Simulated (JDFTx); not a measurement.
Crystal: Al.

```
Al
1.0
     0.00000    2.02481    2.02481
     2.02481    0.00000    2.02481
     2.02481    2.02481    0.00000
Al
1
Direct
  0.00000 0.00000 0.00000
```

| Quantity | Value |
| --- | --- |
| Program | JDFTx 1.7.0 (patched build) |
| Task | single point |
| Functional | PBE |
| Potentials or basis | PseudoDojo-SR-PBE-0.5-standard |
| Cutoff | 544 eV |
| Density cutoff | 2177 eV |
| k mesh | 11 × 11 × 11 |
| Occupations | fermi-dirac, width 0.05 eV |
| Spin | no spin polarisation |

On this cell: pressure -0.7 GPa; band gap on the k mesh none (metal or under the smearing width).

The same run follows on a disturbed copy (cell strained at random at fixed volume):

```
Al
1.0
     0.04789    1.96914    2.02685
     2.04326   -0.00835    2.08310
     2.04058    2.02271   -0.00568
Al
1
Direct
  0.00598 0.98688 0.02117
```

Task: What does the disturbed cell give?

Result: The energy (extrapolated to zero smearing) moves by +4.7 meV/atom; pressure -0.5 GPa; band gap on the k mesh none (metal or under the smearing width).

Stress tensor (GPa, compression positive):
```
 0.42 -0.73 -1.16
-0.73  0.32  1.53
-1.16  1.53 -2.14
```

Caveats: the empty levels aren't tightly converged.
